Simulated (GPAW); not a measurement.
Runs of GPAW 26.7.0 on Pt. Symmetry: Fm-3m, No. 225, cubic system. Conventional cell: a = 3.922 Å, b = 3.922 Å, c = 3.922 Å, α = 90.00°, β = 90.00°, γ = 90.00°. Around Pt (site symmetry m-3m) lie 12 Pt at 2.77 Å. 

```tsv
task	level	potentials or basis	spin	cell	k mesh	band path	band points	spin axis theta (degrees)	spin axis phi (degrees)	eigensolver	pressure (GPa)	V0 of scaled cells (Å³/atom)	B0 (GPa)
band structure	mBEEF	GPAW PAW data sets (gpaw-data 1.2.1), pw	SOC, no magnetisation	as given	9 × 9 × 9	GXWKGLUWLK,UX	100	0	0	-	(a)	-	-
band structure	PW91	PAW data sets generated in the run's folder for this functional, pw	SOC, no magnetisation	as given	9 × 9 × 9	GXWKGLUWLK,UX	100	90	45	-	9.8	-	-
equation of state	revPBE+D4	the program's PAW data sets (release 1.2.1) made for this functional, pw	off	as given	9 × 9 × 9	-	-	-	-	-	-	15.07	(b)
equation of state	revPBE	the program's PAW data sets (release 1.2.1) made for this functional, pw	off	as given	9 × 9 × 9	-	-	-	-	-	-	15.81	235
relaxation of cell and atoms	RPBE+D4	the program's PAW data sets (release 1.2.1) made for this functional, pw	off	relaxed to 10 GPa	12 × 12 × 12	-	-	-	-	-	9.7	-	-
```

Alike in all rows: cutoff (eV) 600; smearing fermi-dirac 0.05 eV.

Problem. Estimate the missing entries.

Solution. (a) -7.3; (b) 278.

Caveats: spin-orbit coupling was added after a scalar SCF, so levels and gaps hold it while energy, forces, pressure and moments don't (some runs); the PAW data sets were made with another functional, which shifts forces and pressure a little (some runs); later steps reuse the first step's grids (some runs); pairwise dispersion overbinds metals, which lowers pressure and volume (some runs).

Runs at the PBE level aren't shown here.
